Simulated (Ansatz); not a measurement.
# Ga8N7: the cost of one run

Program: Ansatz 0.2.0. Level of theory: DFT PBEsol, scalar-relativistic, plane waves, PAW. These are calculated values, not measurements.

2 further runs of the same task are left out: 2 set aside as unsound or not needed. Runs told in other sessions of the task aren't counted.

## Step 1: The structure to begin with

The structure is hexagonal, space group P6_3mc (No. 186). The conventional cell has a = 3.183 Å, b = 3.183 Å, c = 5.185 Å, α = 90.00°, β = 90.00°, γ = 120.00°. Ga (site symmetry 3m) has 4 N at 1.95 Å in its first shell of neighbours. N (site symmetry 3m) has 4 Ga at 1.95 Å in its first shell of neighbours.

As a file:

```cif
data_structure
_symmetry_space_group_name_H-M 'P6_3mc'
_symmetry_Int_Tables_number 186
_cell_length_a 3.1826
_cell_length_b 3.1826
_cell_length_c 5.1854
_cell_angle_alpha 90.000
_cell_angle_beta 90.000
_cell_angle_gamma 120.000
_cell_volume 45.49
loop_
_atom_site_label
_atom_site_type_symbol
_atom_site_symmetry_multiplicity
_atom_site_Wyckoff_symbol
_atom_site_fract_x
_atom_site_fract_y
_atom_site_fract_z
_atom_site_occupancy
Ga1 Ga 2 b 0.33333 0.66667 0.99919 1
N1 N 2 b 0.33333 0.66667 0.37581 1
```

This cell was relaxed beforehand with the same method: volume 11.37 Å³/atom, gap on the mesh 1.88 eV.

Its energy, with the smearing taken to zero, is -8245.6941 eV for the 4-atom cell on a 12×12×6 mesh; differences below count from it.

## Step 2: Next cell: 1 of 8 N atoms taken out at random

From a supercell with 8 N sites, 1 are emptied at random; the cell stays neutral and all atoms are shaken by 0.02 Å.

The cell holds 8 Ga, 7 N: a = 6.084 Å, b = 6.084 Å, c = 6.365 Å, α = 105.16°, β = 105.16°, γ = 116.92°.

## Step 3: Relaxation without symmetry, coarse mesh

A cheap relaxation: coarse mesh, no symmetry, loose thresholds.

File input.yaml:

```yaml
crystal:
  lattice:
    - [-3.1825782534, 0.0, -5.1854264119]
    - [-3.1825782534, 0.0, 5.1854264119]
    - [3.1825782534, 5.512387234, 0.0]
  atoms:
    - { symbol: Ga, position: [0.1720881817, 0.1715286366, 0.3405394807] }
    - { symbol: Ga, position: [0.6618241659, 0.6595691524, 0.3299041673] }
    - { symbol: Ga, position: [0.1776731038, 0.1675767174, 0.8396826524] }
    - { symbol: Ga, position: [0.6653640188, 0.6654606968, 0.8289798052] }
    - { symbol: Ga, position: [0.0879605081, 0.5845174801, 0.1659633416] }
    - { symbol: Ga, position: [0.5842744759, 0.083463782, 0.1667742677] }
    - { symbol: Ga, position: [0.0914479083, 0.5847378983, 0.6649463487] }
    - { symbol: Ga, position: [0.5844265579, 0.0809969039, 0.6670661909] }
    - { symbol: "N", position: [0.4714931078, 0.8500856977, 0.3330870175] }
    - { symbol: "N", position: [0.9825767574, 0.3588036733, 0.334864652] }
    - { symbol: "N", position: [0.4832356587, 0.8609503048, 0.8375805531] }
    - { symbol: "N", position: [0.9811974039, 0.3523390104, 0.8355742924] }
    - { symbol: "N", position: [0.9026858247, 0.7763983668, 0.167863918] }
    - { symbol: "N", position: [0.8901787231, 0.7723420939, 0.6719306275] }
    - { symbol: "N", position: [0.4018021663, 0.2796502843, 0.6701440934] }
  symmetry: { detect: false }
basis:
  ecutwfc: 420
kpoints:
  mp_grid: { grid: [3, 3, 3], shift: [0.0, 0.0, 0.0] }
hamiltonian:
  xc: pbesol
scf:
  occupations: { method: gaussian, width: 0.1 }
  lower_state_search: "off"
output:
  forces: true
  stress: true
  eigenvalues: true
relax:
  adjacent_minimum: "off"
  f_tol: 0.04
  max_steps: 50
  cell: { stress_tol: 0.3 }
```

On the command line:

```
> ansatz run input.yaml --threads 4 --pin off --max-ram 9216MiB --backend cpu --events-out ev --progress --plain --runs-dir out
```

What time and memory should one allow on 4 threads of Intel Xeon Platinum 8375C at 2.90GHz (Ice Lake), shared host?

About 40 s, with a peak of 0.77 GiB.
